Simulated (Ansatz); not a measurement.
## Generalised stacking fault in SiC

Level of theory: DFT PBE, scalar-relativistic, plane waves, PAW (Ansatz 0.2.0). The runs took a 420 eV cutoff, a Γ-centred 10×10×3 mesh and Gaussian smearing (0.05 eV). No spin polarisation. Energies are free energies at this smearing, counted from the undisturbed cell; pressure is positive in compression.

The starting cell (as given, not relaxed at this level; it stands at 3.7 GPa):

```
CELL_PARAMETERS angstrom
-3.07600 0.00000 0.00000
-1.53800 -2.66389 0.00000
0.00000 0.00000 10.09600
ATOMIC_POSITIONS crystal
Si 0.33333 0.33333 0.65375
Si 0.33333 0.33333 0.15375
Si 0.66667 0.66667 0.90375
Si 0.66667 0.66667 0.40375
C 0.33333 0.33333 0.84625
C 0.33333 0.33333 0.34625
C 0.66667 0.66667 0.09625
C 0.66667 0.66667 0.59625
```

The cut lies on the cell's a–b face, a (0 0 1) plane (indices in the standard cell, whose axes needn't be the Cartesian ones shown) of area 8.19 Å², between layers 1.94 Å apart. Vector c is tilted by f times 1·a + 0·b (length 3.076 Å) with the atoms' Cartesian places fixed: one unrelaxed fault a cell.

```csv
f,γ (mJ/m²),"shear traction, the slope of γ along the slip (GPa)",gap on the mesh (eV)
0.0000,0,0.0,2.48
0.1000,277,17.9,2.33
0.2000,1077,33.3,1.92
0.3000,2245,40.6,1.20
0.4000,3409,31.7,0.58
0.5000,?,0.0,?
```

By symmetry 0.6000 repeats 0.4000, 0.8000 repeats 0.2000, 0.7000 repeats 0.3000, 0.9000 repeats 0.1000 in energy, with the opposite slope along the path.

(1) Give the withheld values.

Results:

(1) γ (mJ/m²) at f = 0.5000: 3948; gap on the mesh (eV) at f = 0.5000: 0.31.